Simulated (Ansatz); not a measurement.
The system is InAs.

```
CELL_PARAMETERS angstrom
0.00000 3.01800 3.01800
3.01800 0.00000 3.01800
3.01800 3.01800 0.00000
ATOMIC_POSITIONS crystal
In 0.00000 0.00000 0.00000
As 0.75000 0.75000 0.75000
```

Base run:

```yaml
Program: Ansatz 0.2.0
Functional: SVWN5
Potentials_or_basis: Ansatz PAW
Cutoff: "420 eV (not typed: the program's choice for these potentials)"
k_mesh: 8 × 8 × 8
Occupations: fermi-dirac, width 0.05 eV
Spin: no spin polarisation
```

Its results: band gap on the k mesh none (metal or under the smearing width); pressure -0.3 GPa.

Question: The run is repeated on the same cell with these changes: functional from SVWN5 to PBE; cutoff from 420 eV (not typed: the program's choice for these potentials) to 600 eV. What comes out?

Answer: Band gap on the k mesh none (metal or under the smearing width); pressure 4.3 GPa.

PBE binds less tightly than SVWN5, so the same cell stands under more pressure.

Caveats: this crystal is a semiconductor, whose small gap the functional closes, so the metal is an error of the method; spin-orbit coupling is left out, which moves the levels of the heavy elements (some runs); the PAW data sets come from PBE, with cores solved anew for the run's functional, which leaves a small shift of forces and pressure (some runs).
